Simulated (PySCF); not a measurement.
Isomers of [C5H12N]+ (charge +1), from PBE0-D3(BJ)/def2-SVP geometry optimisation, gas phase (PySCF 2.14.0). One conformer each, no zero-point energy, no frequencies.

Question: Which is lower in electronic energy at this level?
A. `[CH3:1][NH+:2]1[CH2:3][CH2:4][CH2:5][CH2:6]1` (charge +1) with C1–N2–C3–C4 166°, N2–C3–C4–C5 -23°, C3–C4–C5–C6 -2°, C4–C5–C6–N2 26°: A = 6377, B = 3031, C = 2278 MHz, dipole 2.27 D
B. `[CH2:1]1[CH2:2][CH2:3][NH2+:4][CH2:5][CH2:6]1` (charge +1) with C6–C1–C2–C3 55°, C1–C2–C3–N4 -55°, C2–C3–N4–C5 57°, C3–N4–C5–C6 -57°: A = 4380, B = 4283, C = 2473 MHz, dipole 4.07 D

Answer: B. That is `C1CC[NH2+]CC1`, 7.8 kcal/mol below the other.

```
       SMILES                                  mapped SMILES      E (Eh)  relative (kcal/mol)  relative (kJ/mol)  dipole about centre of mass (D)
C1CC[NH2+]CC1  [CH2:1]1[CH2:2][CH2:3][NH2+:4][CH2:5][CH2:6]1  -251.81597                  0.0                0.0                             4.07
 C[NH+]1CCCC1   [CH3:1][NH+:2]1[CH2:3][CH2:4][CH2:5][CH2:6]1  -251.80351                  7.8               32.7                             2.27
```
